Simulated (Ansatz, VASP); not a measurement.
# In7As7H18 (InAs wire along [111], 14 atoms a period, H-terminated): VASP beside Ansatz

Aim: how closely do two programs agree when they are given the same cell, functional and k mesh? The structure shown is the start of the Ansatz relaxation below; VASP solves that cell, so the two are compared at the walk's first step.

Method: plane waves, with VASP 6.6.1 beside it; single point at PBE, in Ansatz 0.2.0.

**1. Starting point**

The cell holds 32 atoms: 7 In, 7 As and 18 H. Cell: a = 14.084 Å, b = 14.994 Å, c = 10.721 Å, α = 90.0°, β = 90.0°, γ = 90.0°. Vacuum lies along a and b. The structure's axis is c.

**2. Ansatz: relaxation, PBE**

Ansatz runs on its PAW soft_1 files.

The two programs are compared at the cell with which this relaxation starts, whose forces are those of its first step.

File input.yaml:

```yaml
crystal:
  lattice:
    - [14.084, 0.0, 0.0]
    - [0.0, 14.994, 0.0]
    - [0.0, 0.0, 10.7213944989]
  atoms:
    - { symbol: In, position: [0.344601244, 0.422951084, 0.0] }
    - { symbol: In, position: [0.655378791, 0.422951084, 0.0] }
    - { symbol: As, position: [0.344601244, 0.422951084, 0.25] }
    - { symbol: As, position: [0.499990017, 0.675757898, 0.25] }
    - { symbol: As, position: [0.655378791, 0.422951084, 0.25] }
    - { symbol: H, position: [0.241408691, 0.647451348, 0.277992274] }
    - { symbol: H, position: [0.499990017, 0.22675737, 0.277992274] }
    - { symbol: H, position: [0.758571344, 0.647451348, 0.277992274] }
    - { symbol: H, position: [0.25474256, 0.374219791, 0.298190249] }
    - { symbol: H, position: [0.499990017, 0.773220484, 0.298190249] }
    - { symbol: H, position: [0.745237474, 0.374219791, 0.298190249] }
    - { symbol: In, position: [0.344601244, 0.59148896, 0.333333333] }
    - { symbol: In, position: [0.499990017, 0.338682146, 0.333333333] }
    - { symbol: In, position: [0.655378791, 0.59148896, 0.333333333] }
    - { symbol: As, position: [0.344601244, 0.59148896, 0.583333333] }
    - { symbol: As, position: [0.499990017, 0.338682146, 0.583333333] }
    - { symbol: As, position: [0.655378791, 0.59148896, 0.583333333] }
    - { symbol: H, position: [0.25474256, 0.542757667, 0.631523582] }
    - { symbol: H, position: [0.344601244, 0.688951546, 0.631523582] }
    - { symbol: H, position: [0.410131334, 0.289950853, 0.631523582] }
    - { symbol: H, position: [0.589848701, 0.289950853, 0.631523582] }
    - { symbol: H, position: [0.655378791, 0.688951546, 0.631523582] }
    - { symbol: H, position: [0.745237474, 0.542757667, 0.631523582] }
    - { symbol: In, position: [0.499990017, 0.507220022, 0.666666667] }
    - { symbol: As, position: [0.499990017, 0.507220022, 0.916666667] }
    - { symbol: H, position: [0.241408691, 0.478913472, 0.94465894] }
    - { symbol: H, position: [0.344601244, 0.311026308, 0.94465894] }
    - { symbol: H, position: [0.396797464, 0.731720287, 0.94465894] }
    - { symbol: H, position: [0.60318257, 0.731720287, 0.94465894] }
    - { symbol: H, position: [0.655378791, 0.311026308, 0.94465894] }
    - { symbol: H, position: [0.758571344, 0.478913472, 0.94465894] }
    - { symbol: In, position: [0.499990017, 0.675757898, 0.0] }
kpoints:
  mp_grid: { grid: [1, 1, 8] }
scf:
  occupations: { method: fermi_dirac, width: 0.05 }
hamiltonian:
  xc: pbe
  pseudopotentials: { kind: paw, azcp: { folder: soft_1 } }
relax:
  cell: { fix: [a, b, alpha, beta, gamma] }
  max_steps: 45
  f_tol: 0.03
```

Run with:

```console
> ansatz run input.yaml --threads 4 --pin off --max-ram 16384MiB --backend cpu --events-out ev --progress --plain --runs-dir out
```

Numbers of over 12 decimals in the logs are rounded to 6 here.

The program printed:

```text
Engine: ansatz 0.2.0, aarch64-unknown-linux-gnu
Pseudopotentials: kind: paw
Pseudopotential: In, paw, valence charge 13, recommended cutoff 420 eV (normal), soft_1/In.paw.azcp
Pseudopotential: As, paw, valence charge 15, recommended cutoff 420 eV (normal), soft_1/As.paw.azcp
Pseudopotential: H, paw, valence charge 1, recommended cutoff 420 eV (normal), soft_1/H.paw.azcp
Functional definition: PBE
  parameter kappa = 0.804
  parameter beta = 0.066725
  exchange = pbe_x(kappa = kappa, mu = beta*pi^2/3)
  correlation = pbe_c(beta = beta)
Crystal: 32 atoms, lattice volume = 2264.096 Å³
Basis set: ecut = 420 eV, 44235 PW (Γ), exchange–correlation on 192×216×144 points (8 copies of the dense FFT grid, shifted against one another)
Bands: 139, of which v1, the nominal top of the filled ones, is band 107 counted from 1 (106 counted from 0)
Symmetry: 2 space group operations
Space group: Pm (ITA 6), of the structure as read, at distance tolerance 1.3e-4 Å
k-points: 5 of 8 (time reversal used)
Non-local potential: In, projectors of the file, l = 0: 2, l = 1: 2, l = 2: 2, l = 3: 1
Non-local potential: As, projectors of the file, l = 0: 2, l = 1: 2, l = 2: 3, l = 3: 1
Non-local potential: H, projectors of the file, l = 0: 2, l = 1: 1
PAW form: soft (Blöchl's): semilocal exchange-correlation on the pseudo side does not see the compensation charge
PAW one-centre angular grid: In, 590 points (default); XC on 64 Gauss nodes
PAW one-centre angular grid: As, 590 points (default); XC on 64 Gauss nodes
PAW one-centre angular grid: H, 110 points (default); XC on 64 Gauss nodes
Initial density: superposition of atomic densities (neutral atoms: chi_scale 0, normalization atom)
Initial wavefunctions: pseudopotential atomic-orbital guess
Functional: x = pbe(κ = 0.804, μ = 0.219515), c = pbe(β = 0.066725)
SCF iter   1: F=—  HF=-73464.698583 eV  |F-HF|=—  |Δ(HF+E_count)|=         —  Δρ=2.69e-2  dr2=1.98e1  ethr=3.10e-3  ⟨swp⟩=7.0  Hψ=3125  notcnv=0  defer=29
preconditioner: auto → Resta (q_TF=auto, 1.841 Å⁻¹)  ε∞=1.5  [insulator: Δε(μ)=2.765 eV  Ē_g=13.168 eV  σ=0.050 eV  W_gap=1.00  n_scr=246 (ndim 8)  ℏωp=9.4 eV  f_vac=0.656  D(μ)=0.00/eV (n_scr^D=0)  ε∞_Penn≈1.5  vacuum switching on, ρ_ref=1.3e-2 e/Å³]
SCF iter   2: F=—  HF=-73459.066495 eV  |F-HF|=—  |Δ(HF+E_count)|=    5.63e0  Δρ=1.01e-2  dr2=2.72e0  ethr=3.10e-3  ⟨swp⟩=3.6  Hψ=1222  notcnv=0  defer=128
SCF iter   3: F=—  HF=-73458.479510 eV  |F-HF|=—  |Δ(HF+E_count)|=   5.87e-1  Δρ=3.69e-3  dr2=5.52e-1  ethr=1.27e-3  ⟨swp⟩=4.2  Hψ=1177  notcnv=0  defer=115
SCF iter   4: F=—  HF=-73458.363491 eV  |F-HF|=—  |Δ(HF+E_count)|=   1.16e-1  Δρ=1.03e-3  dr2=2.76e-2  ethr=2.58e-4  ⟨swp⟩=4.0  Hψ=1040  notcnv=0  defer=115
SCF iter   5: F=—  HF=-73458.364585 eV  |F-HF|=—  |Δ(HF+E_count)|=   1.09e-3  Δρ=3.58e-4  dr2=3.60e-3  ethr=1.29e-5  ⟨swp⟩=3.0  Hψ=1285  notcnv=0  defer=115
SCF iter   6: F=—  HF=-73458.364737 eV  |F-HF|=—  |Δ(HF+E_count)|=   1.53e-4  Δρ=1.27e-4  dr2=5.09e-4  ethr=1.68e-6  ⟨swp⟩=2.0  Hψ=840  notcnv=0  defer=115
SCF iter   7: F=—  HF=-73458.364864 eV  |F-HF|=—  |Δ(HF+E_count)|=   1.27e-4  Δρ=4.27e-5  dr2=4.07e-5  ethr=2.38e-7  ⟨swp⟩=2.0  Hψ=734  notcnv=0  defer=115
SCF iter   8: F=—  HF=-73458.365225 eV  |F-HF|=—  |Δ(HF+E_count)|=   3.61e-4  Δρ=1.03e-5  dr2=2.70e-6  ethr=1.90e-8  ⟨swp⟩=2.0  Hψ=965  notcnv=0  defer=115
SCF iter   9: F=—  HF=-73458.365228 eV  |F-HF|=—  |Δ(HF+E_count)|=   3.02e-6  Δρ=3.57e-6  dr2=5.23e-7  ethr=1.26e-9  ⟨swp⟩=2.0  Hψ=1040  notcnv=0  defer=115
SCF iter  10: F=-73458.365228 eV  HF=-73458.365228 eV  |F-HF|=7.57e-9  |Δ(HF+E_count)|=   2.87e-7  Δρ=1.52e-6  dr2=8.57e-8  ethr=4.67e-11  ⟨swp⟩=3.0  Hψ=2519  notcnv=0
SCF 1 converged in 10 iterations: F = -73458.365228 eV  dr2 = 8.57e-8
  greatest PAW one-centre occupation: 0.999 electrons in one spin orbital (limit 2), on the As atom at site 14 (counted from 0), in its partial waves of l = 2
relax step   1: F+E_penalty+E_count = -73458.36522846 eV  Δ(F+E_penalty+E_count) = +0.000e0 eV  max|allowed force component| = 1.483e0 eV/Å  Δτ_max = 0.0000 Å  P = -0.300 GPa  Ω = 2264.096 Å³  fix = [a, b, alpha, beta, gamma]  reactions: a -0.470, b -0.472 GPa; alpha -0.001 GPa/rad  (10 SCF iters, dr2 threshold 1.00e-7 eV, accepted)
[...]
relax step   7: F+E_penalty+E_count = -73459.96271815 eV  Δ(F+E_penalty+E_count) = -1.804e-3 eV  max|allowed force component| = 5.936e-3 eV/Å  Δτ_max = 0.0144 Å  P = +0.001 GPa  Ω = 2284.226 Å³  energy of the carried Pulay correction = -1.949e-3 eV  fix = [a, b, alpha, beta, gamma]  reactions: a +0.003, b -0.000 GPa; alpha -0.000 GPa/rad  (7 SCF iters, dr2 threshold 6.56e-8 eV, accepted)
[...]
relax step   8: F+E_penalty+E_count = -73459.96482229 eV  Δ(F+E_penalty+E_count) = -2.104e-3 eV  max|allowed force component| = 5.929e-3 eV/Å  Δτ_max = 0.0000 Å  P = +0.002 GPa  Ω = 2284.226 Å³  fix = [a, b, alpha, beta, gamma]  reactions: a +0.004, b +0.000 GPa; alpha -0.000 GPa/rad  stress off target by 1.90e-3 GPa on what of the cell is left free  SCF on the basis re-selected at this cell (its energy is not comparable with the rows above)  (6 SCF iters)
basis re-selected at this cell: Δ(F+E_penalty+E_count) = -2.104e-3 eV, ΔP = +0.001 GPa vs the last step (what re-selecting the basis moved, of the pressure what is left beyond the Pulay correction that the steps carried, after the strain that the cell walked since its last selection, with what the two solves' SCF thresholds leave and, on support functions, any second-order correction that the steps lacked; it is no measure of the basis error at this ecutwfc). The dense FFT grid was sized anew with the basis: this SCF ran on 96×108×75 points, the steps before it on 96×108×72, so part of this shift can come from that change (see relax.cell in the input reference). [rest of the remark cut]
SCF converged after 6 iterations
Free energy (F): -73459.964822 eV
Harris-Foulkes:  -73459.964822 eV  (|F-HF|=1.68e-7)
Internal energy: -73459.964822 eV  (E = F + TS)
E sigma→0 (E₀):  -73459.964822 eV
Fermi energy:    -2.156570 eV
--- Per-component energies (eV) ---
  E_band       = -4348.538360
  E_kinetic    = 2436.769675
  E_local      = -82281.279783  (includes V_loc(G=0)·N_el)
  E_nonlocal   = -452.696250
  E_hartree    = 40013.347515
  E_xc         = -1640.027650
  E_vxc        = -1330.105377  (∫ρ·V_xc dr)
  E_paw        = -43574.675968  (= ΣΔE_a)
  E_vpaw       = -2747.904862  (= ΣTr[D̂ρ^β])
  E_aug_tail   = -0.015074  (compensation charges beyond the density's cutoff)
  E_ewald      = 12038.612712
  E_smearing   = -0.000000  (= −TS)
  E_closure    = -0.000000  (closes the sum)
  Σ components = -73459.964822   (vs F -73459.964822, Δ=0.00e0)
--- Forces (eV/Å), atoms counted from 1 ---
  atom   1  In     0.00249982     0.00143889    -0.00108751
  atom   2  In    -0.00249982     0.00143889    -0.00108751
  atom   3  As    -0.00186211    -0.00124687    -0.00190903
  atom   4  As     0.00000000     0.00232850    -0.00185151
  atom   5  As     0.00186211    -0.00124687    -0.00190903
  atom   6  H      0.00382968    -0.00214203     0.00272169
  atom   7  H      0.00000000     0.00445251     0.00262783
  atom   8  H     -0.00382968    -0.00214203     0.00272169
  atom   9  H      0.00015686     0.00012514    -0.00037633
  atom  10  H      0.00000000    -0.00015864    -0.00043719
  atom  11  H     -0.00015686     0.00012514    -0.00037633
  atom  12  In    -0.00134481     0.00079481    -0.00411922
  atom  13  In     0.00000000    -0.00148460    -0.00414229
  atom  14  In     0.00134481     0.00079481    -0.00411922
  atom  15  As     0.00389058    -0.00221267     0.00169021
  atom  16  As     0.00000000     0.00441325     0.00140617
  atom  17  As    -0.00389058    -0.00221267     0.00169021
  atom  18  H     -0.00534659    -0.00136112     0.00228625
  atom  19  H     -0.00144452     0.00530964     0.00234861
  atom  20  H     -0.00385495    -0.00387712     0.00237917
  atom  21  H      0.00385495    -0.00387712     0.00237917
  atom  22  H      0.00144452     0.00530964     0.00234861
  atom  23  H      0.00534659    -0.00136112     0.00228625
  atom  24  In     0.00000000     0.00000256    -0.00126538
  atom  25  As     0.00000000     0.00004607     0.00592912
  atom  26  H      0.00047784     0.00177714    -0.00161727
  atom  27  H      0.00211487    -0.00053024    -0.00145159
  atom  28  H     -0.00141523    -0.00152989    -0.00161638
  atom  29  H      0.00141523    -0.00152989    -0.00161638
  atom  30  H     -0.00211487    -0.00053024    -0.00145159
  atom  31  H     -0.00047784     0.00177714    -0.00161727
  atom  32  In     0.00000000    -0.00269313    -0.00075847
  max |Σ_I F_I| component: 5.44e-6 eV/Å
--- Stress (GPa, compression-positive) ---
        0.003745       0.000000      -0.000000
        0.000000       0.000177       0.000368
       -0.000000       0.000368       0.001904
  P = ⅓ Tr σ = 0.0019 GPa (0.019 kbar)
--- Relaxed structure (7 steps of the walk, 7 accepted, 1 SCFs on fresh bases) ---
  F+E_penalty+E_count = -73459.96482229 eV   max|allowed force component| = 5.929e-3 eV/Å   (the final SCF, on the basis selected at the relaxed cell)
  cell:  # Å, volume = 2284.2262 Å³
    - [14.084, 0, 0]
    - [0, 14.994, 0]
    - [0, 0, 10.816720]
  atoms:
    - { symbol: In, position: [0.335528, 0.417919, -0.012583] }
    - { symbol: In, position: [0.664472, 0.417919, -0.012583] }
    - { symbol: As, position: [0.353537, 0.427825, 0.240322] }
    - { symbol: As, position: [0.5, 0.666135, 0.240280] }
    - { symbol: As, position: [0.646463, 0.427825, 0.240322] }
    - { symbol: H, position: [0.234270, 0.651268, 0.294652] }
    - { symbol: H, position: [0.5, 0.219077, 0.294723] }
    - { symbol: H, position: [0.765730, 0.651268, 0.294652] }
    - { symbol: H, position: [0.267915, 0.381375, 0.297898] }
    - { symbol: H, position: [0.5, 0.759016, 0.297816] }
    - { symbol: H, position: [0.732085, 0.381375, 0.297898] }
    - { symbol: In, position: [0.339472, 0.594355, 0.321654] }
    - { symbol: In, position: [0.5, 0.333151, 0.321707] }
    - { symbol: In, position: [0.660528, 0.594355, 0.321654] }
    - { symbol: As, position: [0.358302, 0.584124, 0.574985] }
    - { symbol: As, position: [0.5, 0.353586, 0.575005] }
    - { symbol: As, position: [0.641698, 0.584124, 0.574985] }
    - { symbol: H, position: [0.266653, 0.547219, 0.628996] }
    - { symbol: H, position: [0.346477, 0.677128, 0.628983] }
    - { symbol: H, position: [0.420159, 0.297455, 0.628983] }
    - { symbol: H, position: [0.579841, 0.297455, 0.628983] }
    - { symbol: H, position: [0.653523, 0.677128, 0.628983] }
    - { symbol: H, position: [0.733347, 0.547219, 0.628996] }
    - { symbol: In, position: [0.5, 0.507307, 0.707337] }
    - { symbol: As, position: [0.5, 0.507192, 0.945817] }
    - { symbol: H, position: [0.240112, 0.485754, 0.948417] }
    - { symbol: H, position: [0.350500, 0.306330, 0.948688] }
    - { symbol: H, position: [0.389650, 0.729193, 0.948457] }
    - { symbol: H, position: [0.610350, 0.729193, 0.948457] }
    - { symbol: H, position: [0.649500, 0.306330, 0.948688] }
    - { symbol: H, position: [0.759888, 0.485754, 0.948417] }
    - { symbol: In, position: [0.5, 0.685685, -0.012613] }
```

(Part 1 of 2 ends here.)

[Lines on the potential files, build, host, timing and source positions are cut from VASP's logs without a mark.]

[Logs are printed without paths, hosts, clocks, repeated set-up lines and the standing remarks that a program may print on its own settings, such as how far it seeks lower states.]

[Hosts, paths, dates, database ids (printed as entryN), source tags and the programs' standing remarks are cut or masked in the printed files.]
